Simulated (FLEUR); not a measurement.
Runs of FLEUR MaX-R8.1 (later development tree) on C. The structure is hexagonal, space group P6_3/mmc (No. 194). Conventional cell: a = 2.522 Å, b = 2.522 Å, c = 12.356 Å, α = 90.00°, β = 90.00°, γ = 120.00°. C (site symmetry 3m) has 4 C at 1.54 Å as nearest neighbours. C (site symmetry 3m) is surrounded by 4 C at 1.54 Å. C (site symmetry 3m) has 4 C at 1.54 Å as nearest neighbours. This is a hexagonal form of diamond, not graphite.

```tsv
task	level	gmax	muffin-tin radii	lmax	max iterations	mixing factor	kmax	gap on the mesh (eV)
band structure	Xalpha	16.5 1/bohr	C 1.35 bohr	C 8	60	0.05	5.33 1/bohr	4.25
band structure	revPBE	16.1 1/bohr	C 1.35 bohr	C 8	60	0.05	5.19 1/bohr	4.38
band structure	PBE	25 1/bohr	C 1.35 bohr	C 7	60	0.05	5 1/bohr	4.39
band structure	PBE	17.5 1/bohr	C 1.35 bohr	C 5	60	0.05	3.5 1/bohr	(a)
```

Alike in all rows: potentials or basis all-electron, FLAPW; no spin polarisation; cell as given; k mesh 12 × 12 × 3; smearing fermi-dirac 0.05 eV.

Q: Estimate the missing entries.

A: (a) 4.40.

Caveats: the plane-wave cutoff is short for the small spheres of the light atoms, so energies, forces and moduli aren't converged (some runs).

A k mesh can miss the band edges.

Not every run made on this cell is shown here.
